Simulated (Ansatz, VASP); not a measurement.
# WC (Qusongite): VASP beside Ansatz

```
W C
1.0
     2.98416    0.00000    0.00000
    -1.49208    2.58435    0.00000
     0.00000    0.00000    2.89283
W C
1 1
Cartesian
  0.0000 0.0000 0.0000
  1.4921 0.8615 1.4464
```

Alike in both runs: functional PBE; k mesh 18 × 18 × 14; occupations gaussian, width 0.1 eV; no spin polarisation.

Ansatz relaxed the structure, and its values are those at the end. VASP's run is a single point on that final structure, the one shown.

|  | VASP | Ansatz |
| --- | --- | --- |
| version | VASP 6.6.1 | Ansatz 0.2.0 |
| potentials or method | VASP PAW PBE potentials, release 64 (W_sv, C) | scalar-relativistic, plane waves, PAW |
| plane-wave cutoff (eV) | 520 | 420 |
| valence electrons in the cell | 18 | 18 |

VASP gave:

```
gap on the k mesh at the Fermi level (eV) : none
pressure (GPa)                            : -18.8
```

Question: What did Ansatz give for the same quantities?

Answer: gap on the k mesh at the Fermi level (eV): none; pressure (GPa): -19.6.

A gap of «none» marks a metal or a gap that the smearing closes.

Caveats: so large a pressure means that the cell lies far from this level's equilibrium, or that cutoff or potentials fall short (VASP). Spin-orbit coupling is left out, which matters for the levels of W.
